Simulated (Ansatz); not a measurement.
# Rhodium, fcc under PBE: testing the Gaussian smearing, part 2 of 2

Aim: find which Gaussian smearing width is enough for energy and pressure. The geometry was relaxed under PBE beforehand and stays fixed; 7 values are run, from 0.01 to 1.0 eV. Wanted are the values from which on the energy stays within 10 and 1 meV/atom, and the pressure within 0.5 GPa, of the narrowest run. Within the series other settings stay, but some runs also write fields, which adds to their time. Spin polarisation is left out.

Ansatz 0.2.0; DFT PBE, plane waves with PAW, scalar-relativistic. The steps go on from the part before.

## (7) Run at 0.6 eV

The run at 0.6 eV.

input.yaml

```yaml
crystal:
  lattice:
    - [0.0, 1.9160595532, 1.9160595532]
    - [1.9160595532, 0.0, 1.9160595532]
    - [1.9160595532, 1.9160595532, 0.0]
  atoms:
    - { symbol: Rh, position: [0.0, 0.0, 0.0] }
hamiltonian:
  xc: pbe
  pseudopotentials:
    kind: paw
    azcp:
      Rh: "pseudopotentials/Rh.paw.azcp"
basis:
  ecutwfc: 420
  fft_grid_basis: typed
kpoints:
  mp_grid: { grid: [14, 14, 14], shift: [0, 0, 0] }
magnetization:
  spin_polarized: false
scf:
  occupations: { method: gaussian, width: 0.6 }
  lower_state_search: "off"
output:
  stress: true
  write_density: true
  write_potential: true
  elf: true
  volumetric_format: npy
```

The run is started by

```bash
$ ansatz run input.yaml --threads 1 --pin off --max-ram 3584MiB --backend cpu --events-out ev --progress --plain --runs-dir out
```

Log:

```text
Engine: ansatz 0.2.0, x86_64-unknown-linux-gnu
Pseudopotentials: kind: paw
Pseudopotential: Rh, paw, valence charge 17, recommended cutoff 420 eV (normal), <dir>
Functional definition: PBE
  parameter kappa = 0.804
  parameter beta = 0.06672455060314922
  exchange = pbe_x(kappa = kappa, mu = beta*pi^2/3)
  correlation = pbe_c(beta = beta)
Crystal: 1 atoms, lattice volume = 14.069 Å³
Basis set: ecut = 420 eV, 283 PW (Γ)
Bands: 13, of which v1, the nominal top of the filled ones, is band 9 counted from 1 (8 counted from 0)
Symmetry: 48 space group operations
Space group: Fm-3m (ITA 225), of the structure as read, at distance tolerance 2.4e-5 Å
k-points: 104 of 2744
Non-local potential: Rh, projectors of the file, l = 0: 3, l = 1: 2, l = 2: 2, l = 3: 1
PAW form: soft (Blöchl's): semilocal exchange-correlation on the pseudo side does not see the compensation charge
PAW one-centre angular grid: Rh, 590 points (default); XC on 64 Gauss nodes
Initial density: superposition of atomic densities (neutral atoms: chi_scale 0, normalization atom), corrected by the library's trained network
Initial wavefunctions: pseudopotential atomic-orbital guess
Functional: x = pbe(κ = 0.804, μ = 0.2195149727645171), c = pbe(β = 0.06672455060314922)
SCF iter   1: F=—  HF=-6403.016650 eV  |F-HF|=—  |Δ(HF+E_count)|=         —  Δρ=5.93e-3  dr2=1.72e-3  ethr=1.77e-3  ⟨swp⟩=4.4  Hψ=6639  notcnv=0
preconditioner: auto → none  [metal: Δε(μ)=0.014 eV  Ē_g=13.763 eV  σ=0.600 eV  W_gap=0.01  n_scr=0 (ndim 8)  ℏωp=29.7 eV  f_vac=0.000  D(μ)=1.46/eV (n_scr^D=14)]
SCF iter   2: F=—  HF=-6403.016475 eV  |F-HF|=—  |Δ(HF+E_count)|=   1.74e-4  Δρ=2.67e-3  dr2=2.65e-4  ethr=1.01e-5  ⟨swp⟩=2.4  Hψ=2850  notcnv=0
SCF iter   3: F=—  HF=-6403.016436 eV  |F-HF|=—  |Δ(HF+E_count)|=   3.90e-5  Δρ=1.33e-3  dr2=4.47e-5  ethr=1.56e-6  ⟨swp⟩=2.7  Hψ=2157  notcnv=0
SCF iter   4: F=—  HF=-6403.016440 eV  |F-HF|=—  |Δ(HF+E_count)|=   4.18e-6  Δρ=5.00e-4  dr2=6.52e-6  ethr=2.63e-7  ⟨swp⟩=1.2  Hψ=1442  notcnv=0
SCF iter   5: F=—  HF=-6403.016442 eV  |F-HF|=—  |Δ(HF+E_count)|=   1.42e-6  Δρ=9.30e-5  dr2=2.47e-7  ethr=3.83e-8  ⟨swp⟩=2.3  Hψ=2271  notcnv=0
SCF iter   6: F=-6403.016442 eV  HF=-6403.016442 eV  |F-HF|=6.91e-11  |Δ(HF+E_count)|=   6.44e-8  Δρ=8.93e-6  dr2=2.37e-9  ethr=5.88e-10  ⟨swp⟩=8.0  Hψ=8762  notcnv=0
SCF 1 converged in 6 iterations: F = -6403.016442 eV  dr2 = 2.37e-9
SCF converged after 6 iterations
Free energy (F): -6403.016442 eV
Harris-Foulkes:  -6403.016442 eV  (|F-HF|=6.91e-11)
Internal energy: -6402.754683 eV  (E = F + TS)
E sigma→0 (E₀):  -6402.885563 eV
Entropy (-TS):   -0.261759 eV (-261.759 meV/atom)
Fermi energy:    21.717370 eV
--- Per-component energies (eV) ---
  E_band       = -94.375799
  E_kinetic    = 572.940121
  E_local      = -1592.046495  (includes V_loc(G=0)·N_el)
  E_nonlocal   = 354.791914
  E_hartree    = 559.710588
  E_xc         = -221.732808
  E_vxc        = -278.342922  (∫ρ·V_xc dr)
  E_paw        = -3586.948692  (= ΣΔE_a)
  E_vpaw       = -271.140074  (= ΣTr[D̂ρ^β])
  E_aug_tail   = 0.000840  (compensation charges beyond the density's cutoff)
  E_ewald      = -2489.470151
  E_smearing   = -0.261759  (= −TS)
  E_closure    = 0.000000  (closes the sum)
  Σ components = -6403.016442   (vs F -6403.016442, Δ=0.00e0)
--- Stress (GPa, compression-positive) ---
        2.141823      -0.000000      -0.000000
        0.000000       2.141823       0.000000
       -0.000000      -0.000000       2.141823
  P = ⅓ Tr σ = 2.1418 GPa (21.418 kbar)
--- Band table (eV; the first three rows and the last of 104) ---
  k-point 0: bands = ["-57.0416", "-24.5410", "-24.5410", "-24.5410", "13.9444", "18.7851", "18.7851", "18.7851", "20.7944", "20.7944", "37.5655", "42.7722", "42.7722"]
  k-point 1: bands = ["-57.0366", "-24.5756", "-24.5457", "-24.5457", "14.1447", "18.6994", "18.8620", "18.8620", "20.7530", "20.7530", "37.8431", "41.7591", "43.0580"]
  k-point 2: bands = ["-57.0225", "-24.6720", "-24.5588", "-24.5588", "14.7007", "18.5149", "19.0401", "19.0401", "20.6919", "20.6919", "38.5046", "39.8461", "43.8676"]
  k-point 103: bands = ["-56.9055", "-25.0307", "-24.9441", "-24.7971", "16.8126", "17.5444", "18.6881", "20.7064", "22.7140", "30.2256", "32.1123", "32.8004", "34.1947"]
```

Wall time 2.6 s (1 thread of Intel Xeon Platinum 8259CL at 2.50GHz (Skylake/Cascade Lake), shared host); peak memory 0.47 GiB.

## (8) Run at 1.0 eV

The run at 1.0 eV.

input.yaml, as its differences from that of step 7:

```diff
@@ -21,3 +21,3 @@
 scf:
-  occupations: { method: gaussian, width: 0.6 }
+  occupations: { method: gaussian, width: 1.0 }
   lower_state_search: "off"
@@ -25,5 +25 @@
   stress: true
-  write_density: true
-  write_potential: true
-  elf: true
-  volumetric_format: npy
```

The run is started by

```bash
$ ansatz run input.yaml --threads 1 --pin off --max-ram 3584MiB --backend cpu --events-out ev --progress --plain --runs-dir out
```

Log:

```text
band count auto-derived: 14 (N_el = 17.0; filled up to band 9; 13 by the electrons, moments and atoms)
[... 8 set-up lines as earlier in the session ...]
Crystal: 1 atoms, lattice volume = 14.069 Å³
Basis set: ecut = 420 eV, 283 PW (Γ)
Bands: 14, of which v1, the nominal top of the filled ones, is band 9 counted from 1 (8 counted from 0)
[... 2 set-up lines as earlier in the session ...]
k-points: 104 of 2744
[... 6 set-up lines as earlier in the session ...]
SCF iter   1: F=—  HF=-6403.243037 eV  |F-HF|=—  |Δ(HF+E_count)|=         —  Δρ=1.24e-2  dr2=6.22e-3  ethr=1.77e-3  ⟨swp⟩=4.4  Hψ=6971  notcnv=0
preconditioner: auto → none  [metal: Δε(μ)=0.014 eV  Ē_g=15.772 eV  σ=1.000 eV  W_gap=0.01  n_scr=0 (ndim 8)  ℏωp=29.7 eV  f_vac=0.000  D(μ)=1.37/eV (n_scr^D=14)]
SCF iter   2: F=—  HF=-6403.241881 eV  |F-HF|=—  |Δ(HF+E_count)|=   1.16e-3  Δρ=5.50e-3  dr2=1.01e-3  ethr=3.66e-5  ⟨swp⟩=2.2  Hψ=2873  notcnv=0
SCF iter   3: F=—  HF=-6403.241686 eV  |F-HF|=—  |Δ(HF+E_count)|=   1.95e-4  Δρ=2.67e-3  dr2=1.70e-4  ethr=5.94e-6  ⟨swp⟩=2.7  Hψ=2275  notcnv=0
SCF iter   4: F=—  HF=-6403.241669 eV  |F-HF|=—  |Δ(HF+E_count)|=   1.66e-5  Δρ=1.09e-3  dr2=2.94e-5  ethr=1.00e-6  ⟨swp⟩=1.0  Hψ=1432  notcnv=0
SCF iter   5: F=—  HF=-6403.241668 eV  |F-HF|=—  |Δ(HF+E_count)|=   1.08e-6  Δρ=2.20e-4  dr2=1.30e-6  ethr=1.73e-7  ⟨swp⟩=1.0  Hψ=1440  notcnv=0
SCF iter   6: F=-6403.241668 eV  HF=-6403.241668 eV  |F-HF|=2.27e-9  |Δ(HF+E_count)|=   5.02e-8  Δρ=2.08e-5  dr2=1.24e-8  ethr=5.88e-10  ⟨swp⟩=3.0  Hψ=5512  notcnv=0
SCF 1 converged in 6 iterations: F = -6403.241668 eV  dr2 = 1.24e-8
SCF converged after 6 iterations
Free energy (F): -6403.241668 eV
Harris-Foulkes:  -6403.241668 eV  (|F-HF|=2.27e-9)
Internal energy: -6402.562195 eV  (E = F + TS)
E sigma→0 (E₀):  -6402.901931 eV
Entropy (-TS):   -0.679473 eV (-679.473 meV/atom)
Fermi energy:    21.735782 eV
--- Per-component energies (eV) ---
  E_band       = -93.774771
  E_kinetic    = 573.161444
  E_local      = -1592.745388  (includes V_loc(G=0)·N_el)
  E_nonlocal   = 355.118080
  E_hartree    = 560.151442
  E_xc         = -221.716344
  E_vxc        = -278.320516  (∫ρ·V_xc dr)
  E_paw        = -3587.062119  (= ΣΔE_a)
  E_vpaw       = -271.290165  (= ΣTr[D̂ρ^β])
  E_aug_tail   = 0.000841  (compensation charges beyond the density's cutoff)
  E_ewald      = -2489.470151
  E_smearing   = -0.679473  (= −TS)
  E_closure    = 0.000000  (closes the sum)
  Σ components = -6403.241668   (vs F -6403.241668, Δ=0.00e0)
--- Stress (GPa, compression-positive) ---
        5.822807       0.000000      -0.000000
        0.000000       5.822807      -0.000000
       -0.000000       0.000000       5.822807
  P = ⅓ Tr σ = 5.8228 GPa (58.228 kbar)
```

Wall time 2.1 s (1 thread of Intel Xeon Platinum 8259CL at 2.50GHz (Skylake/Cascade Lake), shared host); peak memory 0.47 GiB.

## (9) Convergence table

Energies count from the run at 0.01 eV.

```tsv
smearing (eV)	F (meV/atom)	E(σ → 0) (meV/atom)	P (GPa)	SCF cycles	CPU time
0.01	0.00	0.00	-0.38	6	1.9 s
0.03	-0.23	0.05	-0.38	6	1.6 s
0.1	-3.56	-0.20	-0.36	6	1.9 s
0.2	-12.97	-0.32	-0.20	6	2 s
0.3	-29.70	1.64	0.19	6	1.6 s
0.6	-127.64	3.21	2.14	6	2.6 s
1.0	-352.87	-13.16	5.82	6	2.1 s
```

## (10) What came out

What follows sums up all 2 parts.

| quantity | value |
| --- | --- |
| E(σ → 0) stays within 10 meV/atom of 0.01 eV | up to 0.6 eV |
| E(σ → 0) stays within 1 meV/atom | up to 0.2 eV |
| pressure stays within 0.5 GPa | up to 0.2 eV |
| pressure at 0.01 eV | -0.38 GPa |
| energy of a separate run on a finer mesh (23×23×23) | +0.6 meV/atom from 0.01 eV |

**Reading.** The far end, 1.0 eV, lies -13.2 meV/atom and +6.2 GPa from the yardstick. The free energy F moves by -352.9 meV/atom over the range, and the estimate for σ → 0 by -13.2. With this scheme F falls about as the square of the width. The mesh (14×14×14) is fixed, so the narrowest widths carry a k-point error of their own. A run on a finer mesh agrees with the yardstick to 1 meV/atom.
